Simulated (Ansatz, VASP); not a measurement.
**MgH: VASP beside Ansatz**

Contents of INCAR:

```
  PREC = Accurate
  ENCUT = 600
  EDIFF = 1E-6
  ISMEAR = 0
  SIGMA = 0.1
  LREAL = False
  LASPH = True
  NELM = 100
  ALGO = Fast
  ISIF = 3
  LWAVE = False
  LCHARG = False
  GGA = PE
  IBRION = 2
  NSW = 90
  EDIFFG = -0.04
```

The input KPOINTS:

```
regular mesh
0
Gamma
  6 6 4
```

Contents of POSCAR:

```
MgH
1.0
    2.9742323100      0.0000000000      0.0000000000
    0.0000000000      2.9742323100      0.0000000000
    0.0000000000      0.0000000000      5.3959365200
Mg H
2 2
Direct
    0.0000000000      0.5000000000      0.8515796700
    0.5000000000      0.0000000000      0.1484203300
    0.0000000000      0.5000000000      0.3714335900
    0.5000000000      0.0000000000      0.6285664100
```

Input for Ansatz:

```yaml
crystal:
  lattice:
    - [2.97423231, 0.0, 0.0]
    - [0.0, 2.97423231, 0.0]
    - [0.0, 0.0, 5.39593652]
  atoms:
    - { symbol: Mg, position: [0.0, 0.5, 0.85157967] }
    - { symbol: Mg, position: [0.5, 0.0, 0.14842033] }
    - { symbol: H, position: [0.0, 0.5, 0.37143359] }
    - { symbol: H, position: [0.5, 0.0, 0.62856641] }
basis:
  ecutwfc: 420
kpoints:
  mp_grid: { grid: [6, 6, 4] }
hamiltonian:
  xc: pbe
scf:
  occupations: { method: gaussian, width: 0.1 }
  lower_state_search: "off"
output:
  forces: true
  stress: true
  eigenvalues: true
relax:
  adjacent_minimum: "off"
  f_tol: 0.04
  max_steps: 70
  cell: { stress_tol: 0.4 }
```

Change from the starting cell: species swapped into the HfAu type (P4/nmm, No. 129).

Alike in both runs: task relaxation of cell and atoms; functional PBE; k mesh 6 × 6 × 4; occupations gaussian, width 0.1 eV; no spin polarisation.

|  | VASP | Ansatz |
| --- | --- | --- |
| version | VASP 6.6.1 | Ansatz 0.2.0 |
| potentials or method | VASP PAW PBE potentials, release 64 (Mg, H) | scalar-relativistic, plane waves, PAW |
| plane-wave cutoff (eV) | 600 | 420 |
| valence electrons in the cell | 6 | 22 |

VASP gave:

* gap on the k mesh at the Fermi level, each at its own relaxed structure (eV): none
* relaxed volume (Å³/atom): 11.99
* relaxed cell length with the largest relative difference (Å): 5.370
* energy change over the relaxation (meV/atom): -478

Q: What did Ansatz give for the same quantities?

A: gap on the k mesh at the Fermi level, each at its own relaxed structure (eV): none; relaxed volume (Å³/atom): 12.02; relaxed cell length with the largest relative difference (Å): 5.397; energy change over the relaxation (meV/atom): -478.

A gap of «none» marks a metal or a gap that the smearing closes. The two sets of potentials don't hold the same shells in valence.
